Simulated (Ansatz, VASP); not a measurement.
Hf: VASP beside Ansatz

```
CELL_PARAMETERS angstrom
2.87899 0.01089 0.03128
0.01089 2.89249 -0.00365
0.03128 -0.00365 2.97118
ATOMIC_POSITIONS crystal
Hf 0.50824 0.49860 0.50079
```

Change from the starting cell: cell strained at random at fixed volume.

Alike in both runs: task single point; functional PBE; k mesh 9 × 9 × 9; occupations fermi-dirac, width 0.05 eV; no spin polarisation.

|  | VASP | Ansatz |
| --- | --- | --- |
| version | VASP 6.6.1 | Ansatz 0.2.0 |
| potentials or method | VASP PAW PBE potentials, release 64 (Hf_pv) | Ansatz PAW |
| plane-wave cutoff (eV) | 520 | 420 |
| valence electrons in the cell | 10 | 26 |

VASP gave:

* gap on the k mesh at the Fermi level (eV): none
* pressure (GPa): -0.1
* largest component of the traceless stress (GPa): 1.60

**Question.** What did Ansatz give for the same quantities?

**Answer.** gap on the k mesh at the Fermi level (eV): none; pressure (GPa): 0.1; largest component of the traceless stress (GPa): 1.62.

A gap of «none» marks a metal or a gap that the smearing closes. The two sets of potentials don't hold the same shells in valence.

Spin-orbit coupling is left out, which matters for the levels of Hf.
